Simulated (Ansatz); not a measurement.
Crystal: SnO2 (Cassiterite).

```xyz
6
Lattice="4.7380 0.0000 0.0000 0.0000 4.7380 0.0000 0.0000 0.0000 3.1865" Properties=species:S:1:pos:R:3 pbc="T T T"
Sn    2.3690    2.3690    1.5933
Sn    0.0000    0.0000    0.0000
O     3.8240    0.9140    1.5933
O     3.2830    3.2830    0.0000
O     0.9140    3.8240    1.5933
O     1.4550    1.4550    0.0000
```

```yaml
Program: Ansatz 0.2.0
Task: relaxation of cell and atoms
Functional: PBE
Dispersion: D3(BJ)
Potentials_or_basis: Ansatz PAW
Cutoff: "420 eV (not typed: the program's choice for these potentials)"
k_mesh: 6 × 6 × 8
Occupations: fermi-dirac, width 0.05 eV
Spin: no spin polarisation
```

At the start: volume 11.92 Å³/atom.

Where does the relaxation end?

It ends after 8 steps and the volume is 12.37 Å³/atom (+3.8 %); space group P4_2/mnm (No. 136, to 0.05 Å).

Step by step:
```csv
step,energy change (eV),largest force (eV/Å),volume (Å³)
1,0.0000,0.2804,71.53
2,-0.0521,0.0168,74.07
3,-0.0523,0.0542,74.13
4,-0.0528,0.0059,74.08
5,-0.0528,0.0001,74.09
6,-0.0684,0.0003,74.09
7,-0.0679,0.0003,74.22
8,-0.0684,0.0004,74.22
```

Final structure:
```xyz
6
Lattice="4.7934 0.0000 0.0000 0.0000 4.7934 0.0000 0.0000 0.0000 3.2300" Properties=species:S:1:pos:R:3 pbc="T T T"
Sn    2.3967    2.3967    1.6150
Sn    0.0000    0.0000    0.0000
O     3.8645    0.9289    1.6150
O     3.3256    3.3256    0.0000
O     0.9289    3.8645    1.6150
O     1.4678    1.4678    0.0000
```

Caveat: the plane-wave basis is chosen anew once the cell has moved, so the energies of steps on either side of that aren't comparable; the pressure holds a Pulay correction of +0.8 GPa for the finite cutoff.
